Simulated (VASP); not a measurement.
The system is SnO2 (Cassiterite).

```xyz
6
Lattice="4.7380 0.0000 0.0000 0.0000 4.7380 0.0000 0.0000 0.0000 3.1865" Properties=species:S:1:pos:R:3 pbc="T T T"
Sn    0.0000    0.0000    0.0000
Sn    2.3690    2.3690    1.5933
O     1.4550    1.4550    0.0000
O     0.9140    3.8240    1.5933
O     3.2830    3.2830    0.0000
O     3.8240    0.9140    1.5933
```

```yaml
Program: VASP 6.6.1
Task: relaxation of cell and atoms
Functional: r2SCAN
Potentials_or_basis: VASP PAW PBE potentials, release 64 (Sn_d, O)
Cutoff: 600 eV
k_mesh: 6 × 6 × 8
Occupations: gaussian, width 0.03 eV
Spin: no spin polarisation
```

At the start: pressure 4.3 GPa; volume 11.92 Å³/atom.

Problem. How do energy, volume and symmetry change on relaxing?

Solution. Over 5 steps the energy falls by 3.6 meV/atom and the volume is 12.13 Å³/atom (+1.8 %); space group P4_2/mnm (No. 136, to 0.05 Å).

The path:
```csv
step,energy change (eV),largest force (eV/Å),pressure (GPa),volume (Å³)
1,0.0000,0.2774,4.34,71.53
2,0.0242,0.2134,-6.12,74.93
3,-0.0214,0.0596,-0.18,72.88
4,-0.0214,0.0620,-0.08,72.86
5,-0.0219,0.0085,0.03,72.80
```

Final structure:
```xyz
6
Lattice="4.7632 0.0000 0.0000 0.0000 4.7632 0.0000 0.0000 0.0000 3.2085" Properties=species:S:1:pos:R:3 pbc="T T T"
Sn    0.0000    0.0000    3.2085
Sn    2.3816    2.3816    1.6043
O     1.4571    1.4571    0.0000
O     0.9245    3.8387    1.6043
O     3.3061    3.3061    3.2085
O     3.8387    0.9245    1.6043
```

Caveat: the PAW data sets were made with another functional, which shifts forces and pressure a little.
